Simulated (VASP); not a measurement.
# SiC, self-consistent run: which settings are enough?

SiC, P1 (no. 1), 4 atoms in the cell. PBE; PAW potentials Si, C (PBE set). VASP 6.6.1. The atoms are moved at random off their ideal places.

Wanted: energy within 1 meV/atom; forces within 0.005 eV/Å; pressure within 0.1 GPa.

POSCAR:
```
SiC
1.0
    3.0760000000      0.0000000000      0.0000000000
   -1.5380000000      2.6638941420      0.0000000000
    0.0000000000      0.0000000000      5.0480000000
Si C
2 2
Direct
    0.6602650000      0.3315450000      0.4987880000
    0.3293740000      0.6624680000     -0.0053180000
    0.6662340000      0.3402540000      0.8850980000
    0.3350740000      0.6623020000      0.3860240000
```

## FFT grids and symmetry tolerance typed by hand

| FFT grids and symmetry tolerance typed by hand | Energy less reference (meV/atom) | Forces, largest deviation (eV/Å) | Pressure (GPa) | SCF iterations | Time (s) |
|---|---|---|---|---|---|
| default | 0.0 | 0.0000 | 4.02 | 14 | 23 |
| NGX, NGY, NGZ = 30, 30, 50 | 0.0 | 0.0000 | 4.02 | 14 | 58 |
| NGX, NGY, NGZ = 20, 20, 32 | 0.0 | 0.0001 | 4.02 | 14 | 20 |
| NGX, NGY, NGZ = 16, 16, 26 | -0.1 | 0.0002 | 4.04 | 14 | 14 |
| NGX, NGY, NGZ = 14, 14, 22 | -1.3 | 0.0036 | 4.06 | 14 | 12 |
| NGXF, NGYF, NGZF = 36, 36, 58 | 0.0 | 0.0002 | 4.02 | 14 | 24 |
| NGXF, NGYF, NGZF = 70, 70, 114 | 0.0 | 0.0000 | 4.02 | 14 | 26 |
| SYMPREC = 0.001 | 0.0 | 0.0000 | 4.02 | 14 | 24 |
| SYMPREC = 1e-08 | 0.0 | 0.0000 | 4.02 | 14 | 24 |
| EWALD_CUTOFF = 2.0 | -983.0 | 1.0162 | -26.74 | 14 | 24 |
| EWALD_CUTOFF = 8.0 | 0.0 | 0.0000 | 4.02 | 14 | 24 |

Chosen: NGX, NGY, NGZ = 16, 16, 26, the fastest of those that stay within half of the tolerance.

## The input

INCAR:
```
  PREC = Accurate
  ENCUT = 520
  EDIFF = 1E-7
  ISMEAR = 0
  SIGMA = 0.02
  LREAL = False
  LASPH = True
  ALGO = Normal
  NELM = 100
  ISIF = 2
  LWAVE = False
  LCHARG = False
  NGX = 16
  NGY = 16
  NGZ = 26
```

KPOINTS:
```
k-points
0
Gamma
  8 8 5
```

Commands:
```
cat potpaw_PBE.64/Si/POTCAR potpaw_PBE.64/C/POTCAR > POTCAR
mpirun -np 1 vasp_std > vasp.out
```

The chosen input took VASP 6.6.1 14 s on 1 core (Intel Xeon 6975P-C (Granite Rapids)), a shared host.

## An input that fails: an FFT grid typed too coarse

It runs to its end, but against the unchanged starting input it is off by 219.9 meV/atom in the energy, 0.9236 eV/Å in the forces, 7.66 GPa in the pressure.

Changes against the starting input:
```
+ NGX = 10
+ NGY = 10
+ NGZ = 14
```
